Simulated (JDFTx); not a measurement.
Crystal: Ir.

```
CELL_PARAMETERS angstrom
0.00000 1.91560 1.91560
1.91560 0.00000 1.91560
1.91560 1.91560 0.00000
ATOMIC_POSITIONS crystal
Ir 0.00000 0.00000 0.00000
```

| Quantity | Value |
| --- | --- |
| Program | JDFTx 1.7.0 (patched build) |
| Task | relaxation of cell and atoms |
| Functional | PBE |
| Potentials or basis | SG15-PBE-1.2 with smoothed tails |
| Cutoff | 1088 eV |
| Density cutoff | 4354 eV |
| k mesh | 12 × 12 × 12 |
| Occupations | fermi-dirac, width 0.05 eV |
| Spin | no spin polarisation |

At the start: pressure 10.5 GPa; volume 14.06 Å³/atom.

Where does the relaxation end?

Over 6 steps the energy falls by 12.8 meV/atom and the volume is 14.46 Å³/atom (+2.8 %); space group Fm-3m (No. 225, to 0.05 Å).

Step by step:
| step | energy change (eV) | largest force (eV/Å) | pressure (GPa) | volume (Å³) |
| --- | --- | --- | --- | --- |
| 1 | 0.0000 | 0.0000 | 10.54 | 14.06 |
| 2 | -0.0041 | 0.0000 | 8.58 | 14.13 |
| 3 | -0.0127 | 0.0000 | 0.77 | 14.43 |
| 4 | -0.0128 | 0.0000 | 0.09 | 14.45 |
| 5 | -0.0128 | 0.0000 | 0.01 | 14.46 |
| 6 | -0.0128 | 0.0000 | 0.00 | 14.46 |

Final structure:
```
Ir
1.0
     0.00000    1.93358    1.93358
     1.93358    0.00000    1.93358
     1.93358    1.93358    0.00000
Ir
1
Direct
  0.00000 0.00000 0.00000
```
